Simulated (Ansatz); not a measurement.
# Stack of 1T-SiSSe under Y2COS MXene, shifted by a third of the diagonal in a perpendicular field, part 3 of 3

Wanted: the out-of-plane response of the stack of 1T-SiSSe under Y2COS MXene, shifted by a third of the diagonal. A positive field points along +c.

Ansatz 0.2.0; plane-wave DFT, PBE-D3(BJ), Ansatz PAW (the session's first sound run).

So far. Step 8 (Atoms held, field 0.35 V/Å): The dipole is 0.260 e·Å, 0.254 e·Å from its value without field. Step 9 (Response, atoms held): The induced dipole is that of a conductor 12.28 Å thick.

### Step 10. Varying the input: hamiltonian.xc = "rpbe"

This step: plane-wave DFT, PBE-D3(BJ), Ansatz PAW, but for the change named below (Ansatz 0.2.0).

A run with a changed input: it repeats the earlier run at 0.1 V/Å with hamiltonian.xc from pbe to rpbe.

input.yaml

```yaml
crystal:
  lattice:
    - [3.5138420223, 0.0, 0.0]
    - [-1.7569210111, 3.0430764562, 0.0]
    - [0.0, 0.0, 28.9239891321]
  atoms:
    - { symbol: Se, position: [0.6666666667, 0.3333333333, 0.311160399] }
    - { symbol: Si, position: [0.0, 0.0, 0.3604893753] }
    - { symbol: S, position: [0.3333333333, 0.6666666667, 0.4041172721] }
    - { symbol: S, position: [0.6666666667, 0.3333333333, 0.4938645333] }
    - { symbol: "Y", position: [0.0, 0.0, 0.5530218139] }
    - { symbol: C, position: [0.3333333333, 0.6666666667, 0.6004160618] }
    - { symbol: "Y", position: [0.6666666667, 0.3333333333, 0.66308995] }
    - { symbol: O, position: [0.0, 0.0, 0.688839601] }
kpoints:
  mp_grid: { grid: [18, 18, 1] }
  band_path:
    path: [[0, 0, 0], [0.5, 0, 0], [0.33333333, 0.33333333, 0], [0, 0, 0]]
    npoints: 16
hamiltonian:
  xc: rpbe
  dispersion: d3bj
scf:
  occupations: { method: fermi_dirac, width: 0.02585 }
  convergence: { dr2_threshold: 1.0e-10 }
efield:
  axis: 3
  dipole_correction: true
  ramp_position: 0.97
  ramp_width: 0.06
  amplitude: 0.1
output:
  write_potential: true
  write_density: true
  volumetric_format: npy
```

The run is started by

```sh
> ansatz run input.yaml --threads 4 --pin off --max-ram 6144MiB --backend cpu --events-out ev --progress --plain --runs-dir out
```

Numbers of over 12 decimals in the logs are rounded to 6 here.

The log of the run:

```text
[...]
Crystal: 8 atoms, lattice volume = 309.281 Å³
Basis set: ecut = 420 eV, 6007 PW (Γ)
Bands: 40, of which v1, the nominal top of the filled ones, is band 32 counted from 1 (31 counted from 0)
Symmetry: 6 space group operations
[...]
k-points: 37 of 324 (time reversal used)
[...]
SCF iter   1: F=—  HF=-16480.685199 eV  |F-HF|=—  |Δ(HF+E_count)|=         —  Δρ=7.53e-2  dr2=1.45e2  ethr=3.10e-3  p=0.079 e·Å  D=4.60e-2 V/Å  ΔV_dip=-1.33 eV  dr2_dipole=5.35e1  V_vac-E_F(+/−)=8.11/6.78 eV  ⟨swp⟩=8.4  Hψ=6862  notcnv=0
[...]
SCF iter  19: F=-16472.787412 eV  HF=-16472.787412 eV  |F-HF|=1.46e-11  |Δ(HF+E_count)|=  2.18e-10  Δρ=9.82e-8  dr2=5.01e-11  ethr=1.00e-12  p=0.082 e·Å  D=4.79e-2 V/Å  ΔV_dip=-1.38 eV  dr2_dipole=1.95e-12  V_vac-E_F(+/−)=6.18/4.90 eV  ⟨swp⟩=15.5  Hψ=7151  notcnv=0
SCF 1 converged in 19 iterations: F = -16472.787412 eV  dr2 = 5.01e-11
[...]
SCF converged after 19 iterations
Free energy (F): -16472.787412 eV
[...]
Internal energy: -16472.779350 eV  (E = F + TS)
E sigma→0 (E₀):  -16472.783381 eV
Entropy (-TS):   -0.008062 eV (-1.008 meV/atom)
Fermi energy:    0.933738 eV
Dipole field:    D = 0.047853 V/Å  (p = 0.081790 e·Å, saw-weighted, corrected)
Work function:   not extracted (applied field tilts the vacuum); planar V_es + V_field profile in the machine report
[...]
--- Band table (eV; the first three rows and the last of 37) ---
  k-point 0: bands = [... 28 lower, 0.4427, 0.4427, 1.0942, 1.9082, 1.9082, 3.0003, 4.1897, 4.8677, ... 4 higher]
  k-point 1: bands = [... 28 lower, 0.3058, 0.4829, 1.1588, 1.7396, 1.8509, 3.2057, 4.4377, 4.8677, ... 4 higher]
  k-point 2: bands = [... 28 lower, 0.3140, 0.5372, 1.0735, 1.4567, 1.7065, 3.5043, 4.6712, 4.8544, ... 4 higher]
  k-point 36: bands = [... 28 lower, -0.5317, -0.1634, 0.1492, 0.2334, 0.4786, 3.3273, 5.1053, 5.8688, ... 4 higher]
```

It took 42 s on 4 threads of Arm Neoverse V1, shared host; peak memory 0.94 GiB.

This step gave:

```yaml
energy_at_zero_smearing: -16472.7834 eV
dipole_along_the_normal: 0.08179 e·Å
```

The electronic bands at the labelled points (eV, zero at the Fermi level):

| point | band 29 | band 30 | band 31 | band 32 | band 33 | band 34 | band 35 | band 36 |
| --- | --- | --- | --- | --- | --- | --- | --- | --- |
| Γ | -0.49 | -0.49 | 0.16 | 0.97 | 0.97 | 2.07 | 3.26 | 3.93 |
| halfway | -0.73 | -0.63 | -0.49 | 0.11 | 0.40 | 1.91 | 3.15 | 4.42 |
| M | -1.08 | -1.02 | -0.79 | -0.36 | 0.31 | 0.78 | 2.54 | 4.30 |
| halfway | -1.24 | -0.98 | -0.88 | -0.63 | -0.12 | 1.88 | 3.37 | 4.90 |
| K | -1.47 | -1.10 | -0.78 | -0.70 | -0.46 | 2.39 | 4.17 | 4.94 |
| halfway | -1.07 | -0.68 | -0.46 | -0.24 | 0.21 | 2.51 | 3.75 | 4.04 |
| Γ | -0.49 | -0.49 | 0.16 | 0.97 | 0.97 | 2.07 | 3.26 | 3.93 |

| quantity | this run | earlier run | difference |
| --- | --- | --- | --- |
| dipole along the normal (e·Å) | 0.08179 | 0.07831 | 0.0035 |

It moves by +0.00348 e·Å.

Of the bands kept, 3 cross the Fermi level on this path.

### Step 11. The same run with other settings: crystal.symmetry = {"detect": false}

This step: plane-wave DFT, PBE-D3(BJ), Ansatz PAW (Ansatz 0.2.0).

Another changed input: it repeats the earlier run at 0.1 V/Å with crystal.symmetry to detect: false.

Edit input.yaml of step 10 so:

```diff
@@ -14,2 +14,3 @@
     - { symbol: O, position: [0.0, 0.0, 0.688839601] }
+  symmetry: { detect: false }
 kpoints:
@@ -20,3 +21,3 @@
 hamiltonian:
-  xc: rpbe
+  xc: pbe
   dispersion: d3bj
```

The log of the run:

```text
[...]
Crystal: 8 atoms, lattice volume = 309.281 Å³
Basis set: ecut = 420 eV, 6007 PW (Γ)
Bands: 40, of which v1, the nominal top of the filled ones, is band 32 counted from 1 (31 counted from 0)
Symmetry: 1 space group operations
k-points: 164 of 324 (time reversal used)
[...]
SCF iter   1: F=—  HF=-16439.568436 eV  |F-HF|=—  |Δ(HF+E_count)|=         —  Δρ=7.55e-2  dr2=1.45e2  ethr=3.10e-3  p=0.079 e·Å  D=4.60e-2 V/Å  ΔV_dip=-1.33 eV  dr2_dipole=5.35e1  V_vac-E_F(+/−)=8.20/6.86 eV  ⟨swp⟩=8.3  Hψ=30434  notcnv=0
[...]
SCF iter  18: F=-16431.525052 eV  HF=-16431.525052 eV  |F-HF|=4.00e-11  |Δ(HF+E_count)|=  6.37e-10  Δρ=9.45e-8  dr2=4.38e-11  ethr=1.00e-12  p=0.078 e·Å  D=4.58e-2 V/Å  ΔV_dip=-1.33 eV  dr2_dipole=2.82e-12  V_vac-E_F(+/−)=6.33/4.99 eV  ⟨swp⟩=16.0  Hψ=32530  notcnv=0
SCF 1 converged in 18 iterations: F = -16431.525052 eV  dr2 = 4.38e-11
[...]
SCF converged after 18 iterations
Free energy (F): -16431.525052 eV
[...]
Internal energy: -16431.516975 eV  (E = F + TS)
E sigma→0 (E₀):  -16431.521013 eV
Entropy (-TS):   -0.008077 eV (-1.010 meV/atom)
Fermi energy:    0.819245 eV
Dipole field:    D = 0.045819 V/Å  (p = 0.078314 e·Å, saw-weighted, corrected)
Work function:   not extracted (applied field tilts the vacuum); planar V_es + V_field profile in the machine report
[...]
--- Band table (eV; the first three rows and the last of 164) ---
  k-point 0: bands = [... 28 lower, 0.3340, 0.3340, 0.9766, 1.7981, 1.7981, 2.8139, 4.0115, 4.7092, ... 4 higher]
  k-point 1: bands = [... 28 lower, 0.1933, 0.3750, 1.0453, 1.6265, 1.7400, 3.0256, 4.2647, 4.7091, ... 4 higher]
  k-point 2: bands = [... 28 lower, 0.2021, 0.4306, 0.9593, 1.3427, 1.5940, 3.3385, 4.5065, 4.6943, ... 4 higher]
  k-point 163: bands = [... 28 lower, -0.2563, -0.1985, 0.0378, 0.4550, 1.1328, 1.5405, 3.3164, 5.0558, ... 4 higher]
```

Wall time 2.7 min (4 threads); peak memory 2.2 GiB; 11 min of CPU time.

Numbers from this step:

```
energy at zero smearing : -16431.5210 eV
dipole along the normal : 0.07831 e·Å
```

The electronic bands at the labelled points (eV, zero at the Fermi level):

| point | band 29 | band 30 | band 31 | band 32 | band 33 | band 34 | band 35 | band 36 |
| --- | --- | --- | --- | --- | --- | --- | --- | --- |
| Γ | -0.49 | -0.49 | 0.16 | 0.98 | 0.98 | 1.99 | 3.19 | 3.89 |
| halfway | -0.72 | -0.63 | -0.48 | 0.11 | 0.40 | 1.86 | 3.11 | 4.36 |
| M | -1.08 | -1.02 | -0.78 | -0.36 | 0.31 | 0.72 | 2.50 | 4.24 |
| halfway | -1.25 | -0.98 | -0.88 | -0.63 | -0.12 | 1.82 | 3.33 | 4.84 |
| K | -1.46 | -1.10 | -0.77 | -0.70 | -0.46 | 2.34 | 4.11 | 4.90 |
| halfway | -1.07 | -0.69 | -0.46 | -0.24 | 0.21 | 2.46 | 3.70 | 4.00 |
| Γ | -0.49 | -0.49 | 0.16 | 0.98 | 0.98 | 1.99 | 3.19 | 3.89 |

| quantity | this run | earlier run | difference |
| --- | --- | --- | --- |
| dipole along the normal (e·Å) | 0.07831 | 0.07831 | 1.5e-8 |

The dipole moves by under 0.5 % or 5e-5 e·Å.

Of the bands kept, 3 cross the Fermi level on this path.

### Step 12. Outcome

```yaml
gap_without_field: none
work_function_upper_face: 5.62 eV
step_between_the_vacuum_levels: -0.0981 eV
equivalent_conductor_thickness_atoms_held: 12.3 Å
```

The induced dipole equals that of a perfect conductor 12.28 Å thick, while the outer atoms lie 10.92 Å apart. The two faces differ: the vacuum level above lies 0.10 eV lower than the one below. There is no gap over 0.03 eV, with or without the field. The main runs have no spin polarisation; a magnetic state could lie lower and would change these results. Spin-orbit coupling is left out. The MXene's terminations sit over the metal atoms of its far layer; the site over carbon or nitrogen, which some compounds prefer, was not run.

[Logs are printed without paths, hosts, clocks, repeated set-up lines and the standing remarks that a program may print on its own settings, such as how far it seeks lower states.]

[Hosts, paths, dates, database ids (printed as entryN), source tags and the programs' standing remarks are cut or masked in the printed files.]

[Maps of the electrostatic potential energy from Ansatz leave out the sawtooth potential of an applied field or a dipole correction, so their vacuum need not be flat; planar profiles and work functions include it.]
